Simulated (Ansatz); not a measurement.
# Quasi-harmonic thermodynamics of CaSe (Fm-3m)

Wanted: α(T), C_P(T) and B(T) of CaSe in the quasi-harmonic approximation.

Experimental results on record:
- heat capacity C_P per formula unit 48.1 J/mol/K near room temperature (given in “High-Throughput Prediction of Finite-Temperature Properties using the Quasi-Harmonic Approximation”, 2016, arXiv:1603.06924)

Method: DFT LDA, scalar-relativistic, plane waves, PAW, in the first sound run; inputs show where later runs differ, in Ansatz 0.2.0.

The database entry behind the starting cell differs from later determinations by our own check (0.1 to 0.3 % short, probably kX units), so it need not match the best structure at ambient conditions.

## (1) Starting point

The structure is cubic, space group Fm-3m (No. 225). The conventional cell has a = 5.912 Å, b = 5.912 Å, c = 5.912 Å, α = 90.00°, β = 90.00°, γ = 90.00°. Nearest to Ca lie 6 Se at 2.96 Å. Nearest to Se lie 6 Ca at 2.96 Å. Farther neighbours and most contacts between anions are not listed.

Structure file:

```cif
data_structure
_symmetry_space_group_name_H-M 'Fm-3m'
_symmetry_Int_Tables_number 225
_cell_length_a 5.9120
_cell_length_b 5.9120
_cell_length_c 5.9120
_cell_angle_alpha 90.000
_cell_angle_beta 90.000
_cell_angle_gamma 90.000
_cell_volume 206.63
loop_
_atom_site_label
_atom_site_type_symbol
_atom_site_symmetry_multiplicity
_atom_site_Wyckoff_symbol
_atom_site_fract_x
_atom_site_fract_y
_atom_site_fract_z
_atom_site_occupancy
Ca1 Ca 4 a 0.00000 0.00000 0.00000 1
Se1 Se 4 b 0.50000 0.00000 0.00000 1
```

## (2) A first coarse run

Before spending time, one coarse run tells the gap and the pressure of the starting cell.

Input file input.yaml:

```yaml
crystal:
  lattice:
    - [0.0, 2.956, 2.956]
    - [2.956, 0.0, 2.956]
    - [2.956, 2.956, 0.0]
  atoms:
    - { symbol: Ca, position: [0.0, 0.0, 0.0] }
    - { symbol: Se, position: [0.5, 0.5, 0.5] }
kpoints:
  mp_grid: { grid: [6, 6, 6] }
hamiltonian:
  xc: lda
scf:
  occupations: { method: gaussian, width: 0.1 }
output:
  forces: true
  stress: true
  eigenvalues: true
```

Command:

```
$ ansatz run input.yaml --threads 4 --pin off --max-ram 16384MiB --backend cpu --events-out ev --progress --plain --runs-dir out
```

Numbers of over 12 decimals in the logs are rounded to 6 here.

The program printed:

```text
Engine: ansatz 0.2.0, x86_64-unknown-linux-gnu
Pseudopotentials: kind: paw
Pseudopotential: Ca, paw, valence charge 10, recommended cutoff 420 eV (normal), Ca.paw.azcp
Pseudopotential: Se, paw, valence charge 16, recommended cutoff 420 eV (normal), Se.paw.azcp
Functional definition: SPW92
  exchange = slater_x
  correlation = pw_c
Crystal: 2 atoms, lattice volume = 51.659 Å³
Basis set: ecut = 420 eV, 965 PW (Γ)
Bands: 17, of which v1, the nominal top of the filled ones, is band 13 counted from 1 (12 counted from 0)
Symmetry: 48 space group operations
Space group: Fm-3m (ITA 225), of the structure as read, at distance tolerance 3.7e-5 Å
k-points: 16 of 216
Non-local potential: Ca, projectors of the file, l = 0: 3, l = 1: 2, l = 2: 2
Non-local potential: Se, projectors of the file, l = 0: 2, l = 1: 2, l = 2: 3, l = 3: 1
PAW form: soft (Blöchl's): semilocal exchange-correlation on the pseudo side does not see the compensation charge
PAW frozen core: Ca, regenerated for the run's functional, and the local potential with it (the file was generated under x = pbe(κ = 0.804, μ = 0.219515), c = pbe(β = 0.066725))
PAW frozen core: Se, regenerated for the run's functional, and the local potential with it (the file was generated under x = pbe(κ = 0.804, μ = 0.219515), c = pbe(β = 0.066725))
PAW one-centre angular grid: Ca, 110 points (default); XC on 64 Gauss nodes
PAW one-centre angular grid: Se, 590 points (default); XC on 64 Gauss nodes
Initial density: superposition of atomic densities (neutral atoms: chi_scale 0, normalization atom), corrected by the library's trained network
Initial wavefunctions: pseudopotential atomic-orbital guess
Functional: x = slater, c = lda
SCF iter   1: F=—  HF=-7160.060364 eV  |F-HF|=—  |Δ(HF+E_count)|=         —  Δρ=4.73e-3  dr2=6.12e-3  ethr=1.77e-3  ⟨swp⟩=6.4  Hψ=1504  notcnv=0
preconditioner: auto → none  [insulator: Δε(μ)=1.859 eV  Ē_g=8.808 eV  σ=0.100 eV  W_gap=1.00  n_scr=14 (ndim 8)  ℏωp=14.6 eV  f_vac=0.000  D(μ)=0.00/eV (n_scr^D=0)  ε∞_Penn≈3.8]
SCF iter   2: F=—  HF=-7160.059052 eV  |F-HF|=—  |Δ(HF+E_count)|=   1.31e-3  Δρ=2.25e-3  dr2=1.21e-3  ethr=2.35e-5  ⟨swp⟩=2.2  Hψ=525  notcnv=0
SCF iter   3: F=—  HF=-7160.058948 eV  |F-HF|=—  |Δ(HF+E_count)|=   1.04e-4  Δρ=4.55e-4  dr2=9.40e-5  ethr=4.66e-6  ⟨swp⟩=1.9  Hψ=312  notcnv=0
SCF iter   4: F=—  HF=-7160.058917 eV  |F-HF|=—  |Δ(HF+E_count)|=   3.10e-5  Δρ=1.10e-4  dr2=9.57e-6  ethr=3.61e-7  ⟨swp⟩=2.0  Hψ=384  notcnv=0
iter 5 did not close the SCF: its close was put off for the readings that it lacked (scf_convergence_deferred on its scf_iter line)
SCF iter   5: F=-7160.058913 eV  HF=-7160.058913 eV  |F-HF|=7.80e-8  |Δ(HF+E_count)|=   3.60e-6  Δρ=1.51e-5  dr2=8.15e-8  ethr=3.68e-8  ⟨swp⟩=2.0  Hψ=480  notcnv=0
SCF iter   6: F=-7160.058913 eV  HF=-7160.058913 eV  |F-HF|=1.75e-9  |Δ(HF+E_count)|=   3.10e-8  Δρ=4.93e-6  dr2=5.67e-9  ethr=3.13e-10  ⟨swp⟩=2.0  Hψ=1023  notcnv=0
SCF 1 converged in 6 iterations: F = -7160.058913 eV  dr2 = 5.67e-9
  greatest PAW one-centre occupation: 1.000 electrons in one spin orbital (limit 2), on the Se atom at site 1 (counted from 0), in its partial waves of l = 2
SCF converged after 6 iterations
Free energy (F): -7160.058913 eV
Harris-Foulkes:  -7160.058913 eV  (|F-HF|=1.75e-9)
Internal energy: -7160.058913 eV  (E = F + TS)
E sigma→0 (E₀):  -7160.058913 eV
Fermi energy:    7.765894 eV
--- Per-component energies (eV) ---
  E_band       = -518.343011
  E_kinetic    = 398.241552
  E_local      = -3212.848234  (includes V_loc(G=0)·N_el)
  E_nonlocal   = -523.252836
  E_hartree    = 1470.634145
  E_xc         = -240.284017
  E_vxc        = -270.432133  (∫ρ·V_xc dr)
  E_paw        = -2642.615095  (= ΣΔE_a)
  E_vpaw       = 148.678295  (= ΣTr[D̂ρ^β])
  E_aug_tail   = -0.000603  (compensation charges beyond the density's cutoff)
  E_ewald      = -2412.434353
  E_core_change = 2.500528  (= ΣΔE_core)
  E_smearing   = -0.000000  (= −TS)
  E_closure    = 0.000000  (closes the sum)
  Σ components = -7160.058913   (vs F -7160.058913, Δ=0.00e0)
--- Forces (eV/Å), atoms counted from 1 ---
  atom   1  Ca    -0.00000000     0.00000000     0.00000000
  atom   2  Se     0.00000000    -0.00000000     0.00000000
  max |Σ_I F_I| component: 1.64e-29 eV/Å
--- Stress (GPa, compression-positive) ---
       -3.111906       0.000000       0.000000
        0.000000      -3.111906      -0.000000
       -0.000000      -0.000000      -3.111906
  P = ⅓ Tr σ = -3.1119 GPa (-31.119 kbar)
--- Band table (eV; the first three rows and the last of 16) ---
  k-point 0: bands = [... 9 lower, -5.0445, 6.8285, 6.8285, 6.8285, 9.9224, 10.3836, 10.3836, 10.3836]
  k-point 1: bands = [... 9 lower, -4.8834, 5.6024, 6.4279, 6.4279, 10.2861, 10.7422, 10.7422, 11.4574]
  k-point 2: bands = [... 9 lower, -4.5351, 4.0906, 5.8405, 5.8405, 10.6135, 11.5642, 11.5642, 12.7708]
  k-point 15: bands = [... 9 lower, -4.4013, 4.5196, 5.2261, 5.2880, 10.0089, 11.8676, 12.0332, 12.5109]
```

Elapsed: 1.6 s, on 4 threads of Intel Xeon Platinum 8375C at 2.90GHz (Ice Lake), shared host; peak memory 0.36 GiB.

Numbers from this step:

```yaml
pressure: -3.112 GPa
gap_on_the_k_mesh: 1.875 eV
volume_per_atom: 25.83 Å³
```

The start is under -3.1 GPa at this level and looks like an insulator or semiconductor on this mesh.

## (3) Relaxation

Phonons are second derivatives about a minimum, so cell and atoms are relaxed first, inside the symmetry of the start.

input.yaml, the sections that differ from step 2:

```yaml
kpoints:
  mp_grid: { grid: [8, 8, 8] }
scf:
  occupations: { method: gaussian, width: 0.02 }
output:
  forces: true
  stress: true
  eigenvalues: true
  write_density: true
  write_potential: true
  elf: true
  volumetric_format: npy
relax:
  adjacent_minimum: "off"
  f_tol: 0.005
  max_steps: 80
  cell: { stress_tol: 0.05 }
# crystal, hamiltonian: as in step 2
```

The program printed:

```text
[...]
Crystal: 2 atoms, lattice volume = 51.659 Å³
Basis set: ecut = 420 eV, 965 PW (Γ)
Bands: 17, of which v1, the nominal top of the filled ones, is band 13 counted from 1 (12 counted from 0)
Symmetry: 48 space group operations
[...]
k-points: 29 of 512
[...]
SCF iter   1: F=—  HF=-7160.061411 eV  |F-HF|=—  |Δ(HF+E_count)|=         —  Δρ=4.73e-3  dr2=6.13e-3  ethr=1.77e-3  ⟨swp⟩=7.2  Hψ=2934  notcnv=0
[...]
SCF iter   6: F=-7160.059937 eV  HF=-7160.059937 eV  |F-HF|=2.62e-9  |Δ(HF+E_count)|=   2.13e-8  Δρ=5.30e-6  dr2=6.89e-9  ethr=2.83e-10  ⟨swp⟩=5.1  Hψ=2806  notcnv=0
SCF 1 converged in 6 iterations: F = -7160.059937 eV  dr2 = 6.89e-9
[...]
relax step   1: F+E_penalty+E_count = -7160.05993675 eV  Δ(F+E_penalty+E_count) = +0.000e0 eV  max|allowed force component| = 1.274e-30 eV/Å  Δτ_max = 0.0000 Å  P = -3.122 GPa  Ω = 51.659 Å³  (6 SCF iters, dr2 threshold 1.00e-7 eV, accepted)
Crystal: 2 atoms, lattice volume = 47.372 Å³
Basis set: ecut = 420 eV, 941 PW (Γ)
[...]
iter 1 solved again at ethr=7.56e-5 eV; its pass at ethr=3.10e-3 eV (dr2=1.96e-2 eV) is discarded
[...]
SCF iter   6: F=-7160.086881 eV  HF=-7160.086881 eV  |F-HF|=4.42e-10  |Δ(HF+E_count)|=   4.55e-8  Δρ=1.54e-6  dr2=1.04e-9  ethr=4.21e-10  ⟨swp⟩=4.8  Hψ=2661  notcnv=0
SCF 2 converged in 6 iterations: F = -7160.086881 eV  dr2 = 1.04e-9
relax step   2: F+E_penalty+E_count = -7160.08688073 eV  Δ(F+E_penalty+E_count) = -2.694e-2 eV  max|allowed force component| = 5.259e-31 eV/Å  Δτ_max = 0.0000 Å  P = +1.487 GPa  Ω = 47.372 Å³  energy of the carried Pulay correction = +4.102e-4 eV  (6 SCF iters, dr2 threshold 2.00e-7 eV, accepted)
Crystal: 2 atoms, lattice volume = 48.675 Å³
[...]
SCF iter   5: F=-7160.092071 eV  HF=-7160.092071 eV  |F-HF|=4.13e-9  |Δ(HF+E_count)|=   5.11e-7  Δρ=8.63e-6  dr2=1.38e-8  ethr=7.69e-10  ⟨swp⟩=9.1  Hψ=4264  notcnv=0
SCF 3 converged in 5 iterations: F = -7160.092071 eV  dr2 = 1.38e-8
relax step   3: F+E_penalty+E_count = -7160.09207059 eV  Δ(F+E_penalty+E_count) = -5.190e-3 eV  max|allowed force component| = 4.520e-31 eV/Å  Δτ_max = 0.0000 Å  P = -0.142 GPa  Ω = 48.675 Å³  energy of the carried Pulay correction = +2.818e-4 eV  (5 SCF iters, dr2 threshold 2.00e-7 eV, accepted)
[...]
relax step   4: F+E_penalty+E_count = -7160.09213522 eV  Δ(F+E_penalty+E_count) = -6.463e-5 eV  max|allowed force component| = 9.203e-31 eV/Å  Δτ_max = 0.0000 Å  P = -0.005 GPa  Ω = 48.559 Å³  energy of the carried Pulay correction = +2.931e-4 eV  (4 SCF iters, dr2 threshold 5.01e-8 eV, accepted)
[...]
SCF iter   1: F=—  HF=-7160.091855 eV  |F-HF|=—  |Δ(HF+E_count)|=         —  Δρ=4.14e-5  dr2=1.21e-7  ethr=3.85e-7  ⟨swp⟩=2.3  Hψ=3959  notcnv=0
eigensolver tolerance schedule: the retry pair's looser diagonalisation over-reported the residual by 829.72 of it (diagonalisation noise at 0.11 of the residual, at the tolerance the schedule requests for it); recorded, not acted on — ethr = c·dr2/N_el stays at c = 1.0e-1
[...]
SCF iter   2: F=—  HF=-7160.091854 eV  |F-HF|=—  |Δ(HF+E_count)|=   1.28e-7  Δρ=2.19e-5  dr2=4.88e-8  ethr=4.64e-10  ⟨swp⟩=2.0  Hψ=871  notcnv=0
[...]
SCF iter   5: F=-7160.091855 eV  HF=-7160.091855 eV  |F-HF|=9.09e-13  |Δ(HF+E_count)|=  4.91e-11  Δρ=1.96e-7  dr2=5.52e-12  ethr=1.00e-12  ⟨swp⟩=4.0  Hψ=2346  notcnv=0
SCF 5 converged in 5 iterations: F = -7160.091855 eV  dr2 = 5.52e-12
relax step   5: F+E_penalty+E_count = -7160.09185451 eV  Δ(F+E_penalty+E_count) = +2.807e-4 eV  max|allowed force component| = 8.464e-31 eV/Å  Δτ_max = 0.0000 Å  P = -0.007 GPa  Ω = 48.559 Å³  stress off target by 6.78e-3 GPa  SCF on the basis re-selected at this cell (its energy is not comparable with the rows above)  (5 SCF iters)
basis re-selected at this cell: Δ(F+E_penalty+E_count) = +2.807e-4 eV, ΔP = -0.001 GPa vs the last step (what re-selecting the basis moved, of the pressure what is left beyond the Pulay correction that the steps carried, after the strain that the cell walked since its last selection, with what the two solves' SCF thresholds leave and, on support functions, any second-order correction that the steps lacked; it is no m [...]
SCF converged after 5 iterations
Free energy (F): -7160.091855 eV
[...]
Internal energy: -7160.091855 eV  (E = F + TS)
E sigma→0 (E₀):  -7160.091855 eV
Fermi energy:    8.424694 eV
[...]
--- Stress (GPa, compression-positive) ---
       -0.006782      -0.000000      -0.000000
       -0.000000      -0.006782      -0.000000
       -0.000000      -0.000000      -0.006782
  P = ⅓ Tr σ = -0.0068 GPa (-0.068 kbar)
--- Band table (eV; the first three rows and the last of 29) ---
  k-point 0: bands = [... 9 lower, -4.5289, 7.5670, 7.5670, 7.5670, 11.0083, 11.0904, 11.0904, 11.0904]
  k-point 1: bands = [... 9 lower, -4.4191, 6.7222, 7.2846, 7.2846, 11.0628, 11.3229, 11.3229, 11.9909]
  k-point 2: bands = [... 9 lower, -4.1400, 5.3779, 6.7584, 6.7584, 11.1725, 11.8860, 11.8860, 13.3284]
  k-point 28: bands = [... 9 lower, -3.7646, 5.4153, 5.4153, 5.7160, 11.8761, 11.8761, 12.8477, 13.4152]
--- Relaxed structure (4 steps of the walk, 4 accepted, 1 SCFs on fresh bases) ---
  F+E_penalty+E_count = -7160.09185451 eV   max|allowed force component| = 8.464e-31 eV/Å   (the final SCF, on the basis selected at the relaxed cell)
  cell:  # Å, volume = 48.5588 Å³
    - [0, 2.895649, 2.895649]
    - [2.895649, 0, 2.895649]
    - [2.895649, 2.895649, 0]
  atoms:
    - { symbol: Ca, position: [0, 0, 0] }
    - { symbol: Se, position: [0.5, 0.5, 0.5] }
```

Wall time 3.3 s (4 threads); peak memory 0.42 GiB.

The steps of the relaxation:

| step | energy less that of the first step (eV) | largest force component (eV/Å) | pressure (GPa) | volume (Å³) |
| --- | --- | --- | --- | --- |
| 1 | 0.0000 | 0.0000 | -3.12 | 51.66 |
| 2 | -0.0269 | 0.0000 | 1.49 | 47.37 |
| 3 | -0.0321 | 0.0000 | -0.14 | 48.67 |
| 4 | -0.0322 | 0.0000 | -0.01 | 48.56 |
| 5* | -0.0319 | 0.0000 | -0.01 | 48.56 |

Relaxation steps marked * repeat the geometry before them on a plane-wave basis chosen anew for their cell, so energy and pressure can jump there.

The run keeps the 48 symmetry operations that it works with, so distortions that break them were not tested.

| conventional cell, symmetrised | before | after | change |
| --- | --- | --- | --- |
| a (Å) | 5.912 | 5.791 | -2.0 % |
| b (Å) | 5.912 | 5.791 | -2.0 % |
| c (Å) | 5.912 | 5.791 | -2.0 % |
| volume (Å³/atom) | 25.83 | 24.28 | -6.0 % |

The relaxed structure:

```
Ca Se
1.0
     0.00000    2.89565    2.89565
     2.89565    0.00000    2.89565
     2.89565    2.89565    0.00000
Ca Se
1 1
Direct
  0.00000 0.00000 0.00000
  0.50000 0.50000 0.50000
```

Numbers from this step:

```
pressure          : -0.006782 GPa
gap on the k-mesh : 1.715 eV
volume per atom   : 24.28 Å³
```

Valence density in the ac plane of the conventional cell at fractional y = 0.000, with atoms of Ca and Se within 0.2 Å of it. It is the smooth field of the valence electrons, not physical close to the nuclei.

Values in e/Å³, 16 rows by 16 columns, each cell a mean:
```
 6  3  1  0  0  1  2 14 21  6  1  0  0  0  2  5
 2  1  0  0  0  0  1  2  3  1  1  0  0  0  1  2
 0  0  0  0  0  0  0  1  1  0  0  0  0  0  0  0
 0  0  0  0  0  0  0  0  0  0  0  0  0  0  0  0
 0  0  0  0  0  0  0  0  0  0  0  0  0  0  0  0
 1  1  0  0  0  0  0  1  1  1  0  0  0  0  1  1
 8  3  1  0  0  0  1  3  4  2  1  0  0  0  1  6
32  8  1  0  0  0  2  6  6  4  1  0  0  1  3 21
21  6  1  0  0  0  2  5  6  3  1  0  0  1  2 14
 3  1  1  0  0  0  1  2  2  1  0  0  0  0  1  2
 1  0  0  0  0  0  0  0  0  0  0  0  0  0  0  1
 0  0  0  0  0  0  0  0  0  0  0  0  0  0  0  0
 0  0  0  0  0  0  0  0  0  0  0  0  0  0  0  0
 1  1  0  0  0  0  1  1  1  1  0  0  0  0  0  1
 4  2  1  0  0  0  1  6  8  3  1  0  0  0  1  3
 6  4  1  0  0  1  3 21 32  8  1  0  0  0  2  6
```
Columns run along a (5.8 Å), rows up along c (5.8 Å), edges of the conventional cell, whose origin can differ from the input's. Atoms in or near the plane, at fractional coordinates: Ca at (0.00, 0.00), Ca at (0.50, 0.50), Se at (0.50, 0.00), Se at (0.00, 0.50).

Electrostatic potential energy in the ac plane of the conventional cell at fractional y = 0.000, with atoms of Ca and Se within 0.2 Å of it. With pseudopotentials it is smooth inside the atoms' cores, unlike the true potential.

Ten even steps from '_' (-56 eV) to '@' (11 eV), each cell a mean:
```
__::**@@@@%%**%%%%####@@@@%%==__
==++%%@@@@@@##******%%@@@@%%##==
##%%@@@@@@@@@@%%%%%%@@@@@@@@%%%%
@@@@@@@@@@@@@@@@@@@@@@@@@@@@@@@@
@@@@@@@@@@@@@@@@@@@@@@@@@@@@@@@@
####@@@@@@@@%%****##%%@@@@@@%%##
##**##@@@@%%++::..==##@@@@%%**##
%%####@@@@##==____..**@@@@%%**%%
%%####@@@@%%==____::**@@@@%%**%%
****%%@@@@%%##====++%%@@@@@@##**
%%%%@@@@@@@@%%%%##%%@@@@@@@@@@%%
@@@@@@@@@@@@@@@@@@@@@@@@@@@@@@@@
@@@@@@@@@@@@@@@@@@@@@@@@@@@@@@@@
**##%%@@@@@@%%######@@@@@@@@%%**
..==##@@@@%%**####**##@@@@%%++::
__..**@@@@%%**%%%%####@@@@##==__
```
Columns run along a (5.8 Å; values clipped at the 3rd and 97th percentile), rows up along c (5.8 Å), edges of the conventional cell, whose origin can differ from the input's. Atoms in or near the plane, at fractional coordinates: Ca at (0.00, 0.00), Ca at (0.50, 0.50), Se at (0.50, 0.00), Se at (0.00, 0.50).

ELF in the ac plane of the conventional cell at fractional y = 0.000, with atoms of Ca and Se within 0.2 Å of it. It is the smooth field of the valence electrons, not physical close to the nuclei.

Values, 16 rows by 16 columns, each cell a mean:
```
0.82 0.84 0.57 0.15 0.52 0.79 0.73 0.43 0.33 0.62 0.79 0.71 0.24 0.34 0.78 0.83
0.81 0.70 0.31 0.10 0.48 0.76 0.79 0.73 0.71 0.78 0.79 0.66 0.20 0.16 0.55 0.78
0.37 0.23 0.07 0.07 0.34 0.64 0.76 0.79 0.79 0.78 0.72 0.50 0.14 0.06 0.16 0.34
0.24 0.22 0.18 0.12 0.16 0.34 0.48 0.52 0.53 0.51 0.41 0.22 0.11 0.14 0.20 0.24
0.71 0.69 0.59 0.35 0.12 0.07 0.10 0.15 0.17 0.13 0.08 0.08 0.22 0.50 0.66 0.71
0.79 0.79 0.76 0.59 0.18 0.07 0.31 0.57 0.62 0.45 0.16 0.08 0.41 0.72 0.79 0.79
0.55 0.71 0.79 0.69 0.22 0.23 0.70 0.84 0.84 0.79 0.45 0.13 0.51 0.78 0.78 0.62
0.20 0.55 0.79 0.71 0.24 0.37 0.81 0.82 0.79 0.84 0.62 0.17 0.53 0.79 0.71 0.33
0.33 0.62 0.79 0.71 0.24 0.34 0.78 0.83 0.82 0.84 0.57 0.15 0.52 0.79 0.73 0.43
0.71 0.78 0.79 0.66 0.20 0.16 0.55 0.78 0.81 0.70 0.31 0.10 0.48 0.76 0.79 0.73
0.79 0.78 0.72 0.50 0.14 0.06 0.16 0.34 0.37 0.23 0.07 0.07 0.34 0.64 0.76 0.79
0.53 0.51 0.41 0.22 0.11 0.14 0.20 0.24 0.24 0.22 0.18 0.12 0.16 0.34 0.48 0.52
0.17 0.13 0.08 0.08 0.22 0.50 0.66 0.71 0.71 0.69 0.59 0.35 0.12 0.07 0.10 0.15
0.62 0.45 0.16 0.08 0.41 0.72 0.79 0.79 0.79 0.79 0.76 0.59 0.18 0.07 0.31 0.57
0.84 0.79 0.45 0.13 0.51 0.78 0.78 0.62 0.55 0.71 0.79 0.69 0.22 0.23 0.70 0.84
0.79 0.84 0.62 0.17 0.53 0.79 0.71 0.33 0.20 0.55 0.79 0.71 0.24 0.37 0.81 0.82
```
Columns run along a (5.8 Å), rows up along c (5.8 Å), edges of the conventional cell, whose origin can differ from the input's. Atoms in or near the plane, at fractional coordinates: Ca at (0.00, 0.00), Ca at (0.50, 0.50), Se at (0.50, 0.00), Se at (0.00, 0.50).

The relaxation ends with a pressure of -0.01 GPa.

(Continued in part 2 of 4.)

[Logs are printed without paths, hosts, clocks, repeated set-up lines and the standing remarks that a program may print on its own settings, such as how far it seeks lower states.]

[Hosts, paths, dates, database ids (printed as entryN), source tags and the programs' standing remarks are cut or masked in the printed files.]

[A step with changed settings may run another functional than the one named; its input shows which.]
